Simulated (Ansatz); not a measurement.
What does Ansatz print for the nuclei with this input?

The cell is an entry of the Crystallography Open Database (COD) whose atoms were relaxed with PBE, the cell held.

```yaml
crystal:
  lattice:
    - [3.18, 0.0, 0.0]
    - [-1.59, 2.753960784, 0.0]
    - [0.0, 0.0, 5.166]
  atoms:
    - { symbol: Ga, position: [0.3333333333, 0.6666666667, 0.0039408788] }
    - { symbol: Ga, position: [0.6666666667, 0.3333333333, 0.5039408788] }
    - { symbol: "N", position: [0.3333333333, 0.6666666667, 0.3810591212] }
    - { symbol: "N", position: [0.6666666667, 0.3333333333, 0.8810591212] }
kpoints:
  mp_grid: { grid: [11, 11, 6] }
scf:
  occupations: { method: fermi_dirac, width: 0.02 }
hamiltonian:
  xc: lda
  pseudopotentials: { kind: paw }
output:
  forces: true
  stress: true
  populations: true
  efg:
    quadrupole_moments_barn: { Ga: 0.107, "N": 0.02044 }
    contact_densities: true
```

```sh
ansatz run input.yaml --threads 1 --pin off --max-ram 3072MiB --backend cpu --events-out ev --progress --plain --runs-dir out
```

Of the output, the block on the nuclei alone is shown; the set-up, the SCF iterations, energies, forces and stress are cut.

```
--- PAW observables at the nuclei: V_zz in 10²¹ V/m², potentials from the cell's mean, atoms counted from 1 ---
  atom   1  Ga V_zz =    +0.406784   η = 0.0000   by run symmetry: allowed   C_q = +1.0525 MHz
            electrostatic potential = -4134.616531 V   contact ρ = 186450.092932 e/Å³
  atom   2  Ga V_zz =    +0.406784   η = 0.0000   by run symmetry: allowed   C_q = +1.0525 MHz
            electrostatic potential = -4134.616531 V   contact ρ = 186450.092932 e/Å³
  atom   3  N  V_zz =    +0.008834   η = 0.0000   by run symmetry: allowed   C_q = +0.0044 MHz
            electrostatic potential = -517.882769 V   contact ρ = 1390.220260 e/Å³
  atom   4  N  V_zz =    +0.008834   η = 0.0000   by run symmetry: allowed   C_q = +0.0044 MHz
            electrostatic potential = -517.882769 V   contact ρ = 1390.220260 e/Å³
```

Hardware: 1 thread of Intel Xeon Platinum 8488C (Sapphire Rapids) (x86_64; 16 cores open to the job, memory cap 3.0 GiB, no GPU), a shared host with a load of 0.4 a core. Wall time 7.1 s, CPU time 6.6 s, peak memory 0.45 GiB.

At this cell the principal stresses reach 5 GPa in size with LDA, which can matter for small gradients.
